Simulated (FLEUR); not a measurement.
# KCl (Sylvite) (Fm-3m) in FLEUR: a series of runs

The runs below take KCl (Sylvite) through band structure, equation of state, with PBEsol.

All numbers are computed with FLEUR MaX-R8.1 (later development tree); they aren't measurements. Logs are shortened: lines on timing, memory, paths and dates and some standing lists are left out, and cuts for length are marked.

**Experimental background.**

A printed reference work, monograph reports, for a bulk crystal of KCl: band gap 8.68 eV.

The runs below are set against these values where they give the same quantity.

## (1) Starting point

The structure is cubic, space group Fm-3m (No. 225). Conventional cell: a = 6.293 Å, b = 6.293 Å, c = 6.293 Å, α = 90.00°, β = 90.00°, γ = 90.00°. K (site symmetry m-3m) has 6 Cl at 3.15 Å as nearest neighbours. Cl (site symmetry m-3m) has 6 K at 3.15 Å as nearest neighbours.

## (2) Band structure, PBEsol

inp.xml reads:

```xml
<?xml version="1.0" encoding="UTF-8" standalone="no"?>
<fleurInput fleurInputVersion="0.39">
   <comment>
      KCl                                                                                                 
   </comment>
   <calculationSetup>
      <cutoffs Kmax="4.1" Gmax="12.7" GmaxXC="12.7" numbands="0"/>
      <scfLoop itmax="60" minDistance="0.00001" maxIterBroyd="15" imix="Anderson" alpha="0.05" precondParam="0.0" spinf="2.0" sdNocoIR="T"/>
      <coreElectrons ctail="T" frcor="F" kcrel="0" coretail_lmax="0"/>
      <xcFunctional name="PBEs" relativisticCorrections="F"/>
      <magnetism jspins="1"/>
      <soc l_soc="F" theta="0.0" phi="0.0" spav="F"/>
      <expertModes spex="0" secvar="F"/>
      <geometryOptimization l_f="F" forcealpha="1.0" forcemix="BFGS" epsdisp="0.00001" epsforce="0.00001"/>
      <ldaU l_linMix="F" mixParam="0.05" spinf="1.0"/>
   </calculationSetup>
   <cell>
      <bzIntegration valenceElectrons="16.0" mode="hist" fermiSmearingEnergy="0.00183747">
         <kPointListSelection listName="default-1"/>
         <!-- k-points included here -->
         <xi:include xmlns:xi="http://www.w3.org/2001/XInclude" href="kpts.xml"> </xi:include>
      </bzIntegration>
      <!-- symmetry operations included here -->
      <xi:include xmlns:xi="http://www.w3.org/2001/XInclude" href="sym.xml"> </xi:include>
      <bulkLattice scale="1.0">
[... 30 lines left out ...]
            <stateOccupation state="(3p3/2)" spinUp="1.666667" spinDown="1.666667"/>
         </electronConfig>
         <energyParameters s="3" p="3" d="3" f="4"/>
         <lo type="SCLO" l="0" n="3" eDeriv="2"/>
         <lo type="SCLO" l="1" n="3" eDeriv="2"/>
         <lo type="SCLO" l="2" n="3" eDeriv="2"/>
         <lo type="SCLO" l="3" n="4" eDeriv="2"/>
      </species>
   </atomSpecies>
   <atomGroups>
      <atomGroup species="Potassium (K)">
         <relPos label="                   1">.0000000000 .0000000000 .0000000000</relPos>
         <force calculate="T" relaxXYZ="TTT"/>
      </atomGroup>
      <atomGroup species="Chlorine (Cl)">
         <relPos label="                   2">1.000/2.000 1.000/2.000 1.000/2.000</relPos>
         <force calculate="T" relaxXYZ="TTT"/>
      </atomGroup>
   </atomGroups>
   <output dos="F" band="F" slice="F">
      <checks vchk="F" cdinf="F"/>
      <bandDOS minEnergy="-.5*Htr" maxEnergy="0.5*Htr" sigma="0.015" storeEVData="T"/>
      <vacuumDOS vacdos="F" integ="F" star="F" nstars="0" locx1="0.0" locy1="0.0" locx2="0.0" locy2="0.0" nstm="0" tworkf="0.0"/>
      <unfoldingBand unfoldBand="F" supercellX="1" supercellY="1" supercellZ="1"/>
      <plotting iplot="0" polar="F">
         <plot TwoD="T" vec1="  1.0  0.0  0.0" vec2="  0.0  1.0  0.0" vec3="  0.0  0.0  1.0" zero="  0.0  0.0  0.0" file="plot"/>
      </plotting>
      <chargeDensitySlicing numkpt="0" minEigenval="0.0" maxEigenval="0.0" nnne="0" pallst="F"/>
      <specialOutput eonly="F"/>
      <moessbauerParams electricFieldGradient="T" isomerShift="T" coreHyperfine="T" valenceHyperfine="T"/>
      <magneticCircularDichroism mcd="F" energyLo="-10.0" energyUp="0.0"/>
   </output>
  <!-- We include the file relax.xml here to enable relaxations (see documentation) -->
  <xi:include xmlns:xi="http://www.w3.org/2001/XInclude" href="relax.xml"> <xi:fallback/> </xi:include>
</fleurInput>
```

crystal.txt reads:

```
KCl
&input cartesian=F /
0.0000000000  3.1464700000  3.1464700000
3.1464700000  0.0000000000  3.1464700000
3.1464700000  3.1464700000  0.0000000000
1.8897261246
1.0 1.0 1.0

2
19 0.0000000000  0.0000000000  0.0000000000
17 0.5000000000  0.5000000000  0.5000000000

&kpt div1=7 div2=7 div3=7 gamma=T /
```

inp.xml (bands) reads:

```
<?xml version="1.0" encoding="UTF-8" standalone="no"?>
<fleurInput fleurInputVersion="0.39">
   <comment>
      KCl                                                                                                 
   </comment>
   <calculationSetup>
      <cutoffs Kmax="4.1" Gmax="12.7" GmaxXC="12.7" numbands="0"/>
      <scfLoop itmax="60" minDistance="0.00001" maxIterBroyd="15" imix="Anderson" alpha="0.05" precondParam="0.0" spinf="2.0" sdNocoIR="T"/>
      <coreElectrons ctail="T" frcor="F" kcrel="0" coretail_lmax="0"/>
      <xcFunctional name="PBEs" relativisticCorrections="F"/>
      <magnetism jspins="1"/>
      <soc l_soc="F" theta="0.0" phi="0.0" spav="F"/>
      <expertModes spex="0" secvar="F"/>
      <geometryOptimization l_f="F" forcealpha="1.0" forcemix="BFGS" epsdisp="0.00001" epsforce="0.00001"/>
      <ldaU l_linMix="F" mixParam="0.05" spinf="1.0"/>
   </calculationSetup>
   <cell>
      <bzIntegration valenceElectrons="16.0" mode="hist" fermiSmearingEnergy="0.00183747">
         <kPointListSelection listName="path-1"/>
         <!-- k-points included here -->
         <xi:include xmlns:xi="http://www.w3.org/2001/XInclude" href="kpts.xml"> </xi:include>
      </bzIntegration>
      <!-- symmetry operations included here -->
      <xi:include xmlns:xi="http://www.w3.org/2001/XInclude" href="sym.xml"> </xi:include>
      <bulkLattice scale="1.0">
         <bravaisMatrix>
[... 29 lines left out ...]
            <stateOccupation state="(3p3/2)" spinUp="1.666667" spinDown="1.666667"/>
         </electronConfig>
         <energyParameters s="3" p="3" d="3" f="4"/>
         <lo type="SCLO" l="0" n="3" eDeriv="2"/>
         <lo type="SCLO" l="1" n="3" eDeriv="2"/>
         <lo type="SCLO" l="2" n="3" eDeriv="2"/>
         <lo type="SCLO" l="3" n="4" eDeriv="2"/>
      </species>
   </atomSpecies>
   <atomGroups>
      <atomGroup species="Potassium (K)">
         <relPos label="                   1">.0000000000 .0000000000 .0000000000</relPos>
         <force calculate="T" relaxXYZ="TTT"/>
      </atomGroup>
      <atomGroup species="Chlorine (Cl)">
         <relPos label="                   2">1.000/2.000 1.000/2.000 1.000/2.000</relPos>
         <force calculate="T" relaxXYZ="TTT"/>
      </atomGroup>
   </atomGroups>
   <output dos="F" band="T" slice="F">
      <checks vchk="F" cdinf="F"/>
      <bandDOS minEnergy="-.5*Htr" maxEnergy="0.5*Htr" sigma="0.015" storeEVData="T"/>
      <vacuumDOS vacdos="F" integ="F" star="F" nstars="0" locx1="0.0" locy1="0.0" locx2="0.0" locy2="0.0" nstm="0" tworkf="0.0"/>
      <unfoldingBand unfoldBand="F" supercellX="1" supercellY="1" supercellZ="1"/>
      <plotting iplot="0" polar="F">
         <plot TwoD="T" vec1="  1.0  0.0  0.0" vec2="  0.0  1.0  0.0" vec3="  0.0  0.0  1.0" zero="  0.0  0.0  0.0" file="plot"/>
      </plotting>
      <chargeDensitySlicing numkpt="0" minEigenval="0.0" maxEigenval="0.0" nnne="0" pallst="F"/>
      <specialOutput eonly="F"/>
      <moessbauerParams electricFieldGradient="T" isomerShift="T" coreHyperfine="T" valenceHyperfine="T"/>
      <magneticCircularDichroism mcd="F" energyLo="-10.0" energyUp="0.0"/>
   </output>
  <!-- We include the file relax.xml here to enable relaxations (see documentation) -->
  <xi:include xmlns:xi="http://www.w3.org/2001/XInclude" href="relax.xml"> <xi:fallback/> </xi:include>
</fleurInput>
```

Potentials or basis: all-electron, FLAPW.

Run with:

```sh
inpgen -f crystal.txt -profile fastHighL
# inp.xml edited to the form shown
fleur_MPI
fleur_MPI   # second run, on inp.xml (bands)
```

Output:

```text
Welcome to FLEUR        (www.flapw.de)
      MaX-Release 8.1          (www.max-centre.eu)

 ========== k-point set info ==========
 Selected k-point list: default-1
 k-point list type: mesh
 7 x 7 x 7
 Number of k points: 20

 ------------Calculation Setup---------------------------
 Number of MPI-tasks      :            1
 Number of PE/node        :            1
 Number of OMP-threads    :            1
 Most efficient MPI parallelization for:
           1           2           4           5          10          20
 Additional eigenvalue parallelization possible
 Number of basis functions:          601
 Approximate size of matrices (H+S) per k-point:         0.005 GB
 --------------------------------------------------------
 Iteration:     1   Distance:       4.24294255 me/bohr^3
 Iteration:     2   Distance:       3.74525780 me/bohr^3
 Iteration:     3   Distance:       1.50542207 me/bohr^3
 Iteration:     4   Distance:       0.90164834 me/bohr^3
 Iteration:     5   Distance:       0.34807736 me/bohr^3
 Iteration:     6   Distance:       0.33809031 me/bohr^3
 Iteration:     7   Distance:       0.03802959 me/bohr^3
 Iteration:     8   Distance:       0.01615869 me/bohr^3
 Iteration:     9   Distance:       0.02282698 me/bohr^3
 Iteration:    10   Distance:       0.00099551 me/bohr^3
 Iteration:    11   Distance:       0.00110115 me/bohr^3
 Iteration:    12   Distance:       0.00005778 me/bohr^3
 Iteration:    13   Distance:       0.00002292 me/bohr^3
 Iteration:    14   Distance:       0.00000584 me/bohr^3

 ********************************************************************
 Run finished successfully
 Stop message:
   all done
 ********************************************************************
```

output (bands):

```text
Welcome to FLEUR        (www.flapw.de)
      MaX-Release 8.1          (www.max-centre.eu)

 ========== k-point set info ==========
 Selected k-point list: path-1
 k-point list type: path
 Number of k points: 60

 ------------Calculation Setup---------------------------
 Number of MPI-tasks      :            1
 Number of PE/node        :            1
 Number of OMP-threads    :            1
 Most efficient MPI parallelization for:
           1           2           3           4           5           6          10          12          15          20          30          60
 Additional eigenvalue parallelization possible
 Number of basis functions:          601
 Approximate size of matrices (H+S) per k-point:         0.005 GB
 --------------------------------------------------------
 Fermi energy correction for insulators:
 No automatic correction of the Fermi energy has been performed.

 Note: Band structure data (together with different weights) is also stored in the banddos.hdf file.
       A convenient way of extracting and plotting the data from that file is by making use of the

 ********************************************************************
 Run finished successfully
 Stop message:
   Charge density postprocessing done.
 ********************************************************************
```

out.xml (last iteration):

```text
<iteration numberForCurrentRun="   14" overallNumber="   14">
         <energyParameters units="Htr">
            <atomicEP atomType="1" spin="1" branch="4s" branchLowest="-0.96" branchHighest="2.07" value="0.2112816442"/>
            <atomicEP atomType="1" spin="1" branch="3p" branchLowest="-10.00" branchHighest="-0.30" value="-0.4074381400"/>
            <atomicEP atomType="1" spin="1" branch="3d" branchLowest="-9.99" branchHighest="0.70" value="0.3251249136"/>
            <atomicEP atomType="1" spin="1" branch="4f" branchLowest="-9.99" branchHighest="2.49" value="0.5590594983"/>
            <loAtomicEP atomType="1" spin="1" branch="3s" branchLowest="-12.68" branchHighest="-0.96" value="-1.0141117996"/>
            <heloAtomicEP atomType="1" spin="1" branch="4p" branchLowest="1.63" branchHighest="1.63" value="1.6303958195"/>
            <heloAtomicEP atomType="1" spin="1" branch="4p" branchLowest="1.63" branchHighest="1.63" value="1.6303958195"/>
            <loAtomicEP atomType="1" spin="1" branch="3d" branchLowest="-9.99" branchHighest="0.70" value="0.3250576627"/>
            <loAtomicEP atomType="1" spin="1" branch="4f" branchLowest="-9.99" branchHighest="2.49" value="0.5590615752"/>
            <atomicEP atomType="2" spin="1" branch="3s" branchLowest="-8.94" branchHighest="-0.31" value="-0.4622654378"/>
            <atomicEP atomType="2" spin="1" branch="3p" branchLowest="-6.70" branchHighest="0.23" value="-0.0374260754"/>
            <atomicEP atomType="2" spin="1" branch="3d" branchLowest="-9.99" branchHighest="1.03" value="0.3713587863"/>
            <atomicEP atomType="2" spin="1" branch="4f" branchLowest="-9.99" branchHighest="2.64" value="0.5609356748"/>
            <loAtomicEP atomType="2" spin="1" branch="3s" branchLowest="-8.94" branchHighest="-0.31" value="-0.4622654378"/>
            <loAtomicEP atomType="2" spin="1" branch="3p" branchLowest="-6.70" branchHighest="0.23" value="-0.0387558712"/>
            <loAtomicEP atomType="2" spin="1" branch="3d" branchLowest="-9.99" branchHighest="1.03" value="0.3713487629"/>
            <loAtomicEP atomType="2" spin="1" branch="4f" branchLowest="-9.99" branchHighest="2.64" value="0.5609378814"/>
         </energyParameters>
         <eigenvalues>
            <eigenvaluesAt spin="1" ikpt="1" k_x="0.00000000" k_y="0.00000000" k_z="0.00000000">
                      -1.0144416674       -0.4649605343       -0.4090793113       -0.4090793113       -0.4090793113
                      -0.0206721531       -0.0206721531       -0.0206721531        0.1640648556        0.2834928916
                       0.2834928916        0.2834928916        0.3152957991
            </eigenvaluesAt>
            <eigenvaluesAt spin="1" ikpt="2" k_x="0.00000000" k_y="0.00000000" k_z="0.14285714">
                      -1.0143650730       -0.4663630425       -0.4091460714       -0.4091460714       -0.4073044650
                      -0.0298474937       -0.0231239101       -0.0231239101        0.1819265848        0.2778278999
                       0.2928662685        0.2928662685        0.3253841807
[... 26 lines left out ...]
            <state n="2" l="1" j="0.5" energy="-10.0710174067" weight="1.0000000000"/>
            <state n="2" l="1" j="1.5" energy="-9.9649399530" weight="2.0000000000"/>
         </coreStates>
         <coreStates atomType="     2" atomicNumber=" 17" spin="1" kinEnergy="    443.8913117770" eigValSum="   -259.3088572837" lostElectrons=" 0.000001">
            <state n="1" l="0" j="0.5" energy="-100.6011558002" weight="1.0000000000"/>
            <state n="2" l="0" j="0.5" energy="-8.9387144721" weight="1.0000000000"/>
            <state n="2" l="1" j="0.5" energy="-6.7463245280" weight="1.0000000000"/>
            <state n="2" l="1" j="1.5" energy="-6.6841169208" weight="2.0000000000"/>
         </coreStates>
         <allElectronCharges>
            <spinDependentCharge spin="1" total="36.0000000" interstitial="1.4978914" mtSpheres="34.5021086"/>
            <totalCharge value="35.9999999965"/>
         </allElectronCharges>
         <moessbauerParams unitsHFF="kG" unitsIS="e/bohr^3" unitsEFG="Htr/bohr^2">
            <coreIsomerShift atomType="1" isTotal="5141.64215">
               <shell n="1" l="0" isomerShift="4747.86275"/>
               <shell n="2" l="0" isomerShift="392.74629"/>
               <shell n="2" l="1" isomerShift="1.03311"/>
            </coreIsomerShift>
            <coreIsomerShift atomType="2" isTotal="3562.40440">
               <shell n="1" l="0" isomerShift="3302.43186"/>
               <shell n="2" l="0" isomerShift="259.44981"/>
               <shell n="2" l="1" isomerShift="0.52274"/>
            </coreIsomerShift>
            <isomerShift atomType="1" nucleusRadius="0.0000802" averageDensity="5189.00580"/>
            <isomerShift atomType="2" nucleusRadius="0.0000776" averageDensity="3588.30126"/>
            <electricFieldGradient atomType="1" VXX="0.00000" VYY="0.00000" VZZ="0.00000" asymParam="0.00000">
            </electricFieldGradient>
            <electricFieldGradient atomType="2" VXX="0.00000" VYY="0.00000" VZZ="0.00000" asymParam="0.00000">
            </electricFieldGradient>
         </moessbauerParams>
         <totalEnergy                                    value="    -1062.2863801600" units="Htr">
            <sumOfEigenvalues                            value="     -608.2228633012">
               <coreElectrons value="-602.5849661764"/>
               <valenceElectrons value="-5.6378971248"/>
            </sumOfEigenvalues>
            <densityCoulombPotentialIntegral value="-1598.2248111767"/>
            <densityEffectivePotentialIntegral value="-1676.8153634834"/>
            <chargeDenXCDenIntegral value="-60.1605332999"/>
            <FockExchangeEnergyValence value="0.0000000000"/>
            <FockExchangeEnergyCore value="0.0000000000"/>
            <atomTypeDependentContributions atomType="1">
               <electronNucleiInteractionDifferentMTs value="713.7056275313"/>
               <MadelungTerm value="-5.1797566890"/>
            </atomTypeDependentContributions>
            <atomTypeDependentContributions atomType="2">
               <electronNucleiInteractionDifferentMTs value="549.9656545249"/>
               <MadelungTerm value="-2.7549027087"/>
            </atomTypeDependentContributions>
            <tkbTimesEntropy value="0.0000000000"/>
            <freeEnergy value="-1062.2863801600"/>
            <extrapolationTo0K value="-1062.2863801600"/>
         </totalEnergy>
         <densityConvergence units="me/bohr^3">
            <chargeDensity spin="1" distance="0.0000058391"/>
         </densityConvergence>
      </iteration>
```

Run time: 41 s. Hardware: 1 thread of Arm Neoverse V2, shared host; peak memory 0.07 GiB.

What came out:

```yaml
Free_energy: -28906.2850 eV
Band_gap_on_the_k_mesh: 5.03 eV, direct
Band_gap_along_the_path: 5.03 eV, direct
Valence_electrons_inside_the_program's_atomic_spheres: K 7.84; Cl 6.66 (radii K 2.66, Cl 2.66 bohr)
```

Levels at the corners of the path, in eV from the valence-band top:
| point | band 4 | band 5 | band 6 | band 7 | band 8 | band 9 | band 10 | band 11 | band 12 | band 13 |
| --- | --- | --- | --- | --- | --- | --- | --- | --- | --- | --- |
| Γ | -10.57 | -10.57 | 0.00 | 0.00 | 0.00 | 5.03 | 8.28 | 8.28 | 8.28 | 9.14 |
| X | -10.63 | -10.63 | -0.67 | -0.23 | -0.23 | 6.39 | 8.22 | 9.90 | 10.13 | 10.52 |
| W | -10.67 | -10.48 | -0.50 | -0.49 | -0.49 | 7.90 | 7.90 | 9.33 | 9.77 | 11.63 |
| K | -10.61 | -10.52 | -0.58 | -0.56 | -0.30 | 7.14 | 8.93 | 9.19 | 9.99 | 10.81 |
| Γ | -10.57 | -10.57 | 0.00 | 0.00 | 0.00 | 5.03 | 8.28 | 8.28 | 8.28 | 9.14 |
| L | -10.58 | -10.33 | -1.08 | -0.33 | -0.33 | 7.42 | 8.49 | 10.45 | 10.45 | 11.21 |
| U | -10.61 | -10.52 | -0.58 | -0.56 | -0.30 | 7.14 | 8.93 | 9.19 | 9.99 | 10.81 |
| W | -10.67 | -10.48 | -0.50 | -0.49 | -0.49 | 7.90 | 7.90 | 9.33 | 9.77 | 11.63 |
| L | -10.58 | -10.33 | -1.08 | -0.33 | -0.33 | 7.42 | 8.49 | 10.45 | 10.45 | 11.21 |
| K | -10.61 | -10.52 | -0.58 | -0.56 | -0.30 | 7.14 | 8.93 | 9.19 | 9.99 | 10.81 |
| U | -10.61 | -10.52 | -0.58 | -0.56 | -0.30 | 7.14 | 8.93 | 9.19 | 9.99 | 10.81 |
| X | -10.63 | -10.63 | -0.67 | -0.23 | -0.23 | 6.39 | 8.22 | 9.90 | 10.13 | 10.52 |

Core levels (eV from the Fermi level):
| atom | levels |
| --- | --- |
| 1 K | 1s1/2 -3508.5, 2s1/2 -344.5, 2p1/2 -273.5, 2p3/2 -270.6 |
| 2 Cl | 1s1/2 -2736.9, 2s1/2 -242.7, 2p1/2 -183.0, 2p3/2 -181.3 |

[end of part 1 of 2]
